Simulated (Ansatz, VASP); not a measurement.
## AlRu in VASP and in Ansatz

```
Al Ru
1.0
     2.98250    0.00000    0.00000
     0.00000    2.98250    0.00000
     0.00000    0.00000    2.98250
Al Ru
1 1
Direct
  0.00000 0.00000 0.00000
  0.50000 0.50000 0.50000
```

The cell comes from a database or a generator and needn't be the stable form of this composition.

Alike in both runs: task single point; functional r2SCAN; k mesh 6 × 6 × 6; occupations gaussian, width 0.1 eV; no spin polarisation.

|  | VASP | Ansatz |
| --- | --- | --- |
| version | VASP 6.6.1 | Ansatz 0.2.0 |
| potentials or method | VASP PAW PBE potentials, release 64 (Al, Ru_pv) | scalar-relativistic, plane waves, PAW |
| plane-wave cutoff (eV) | 520 | 500 |
| valence electrons in the cell | 17 | 19 |

|  | VASP | Ansatz | Ansatz less VASP |
| --- | --- | --- | --- |
| gap on the k mesh at the Fermi level (eV) | none | none | - |
| pressure (GPa) | 0.0 | -0.1 | -0.12 |

A gap of «none» marks a metal or a gap that the smearing closes. The two sets of potentials don't hold the same shells in valence.

Caveats: the PAW data sets were made with another functional, which shifts forces and pressure a little (VASP).
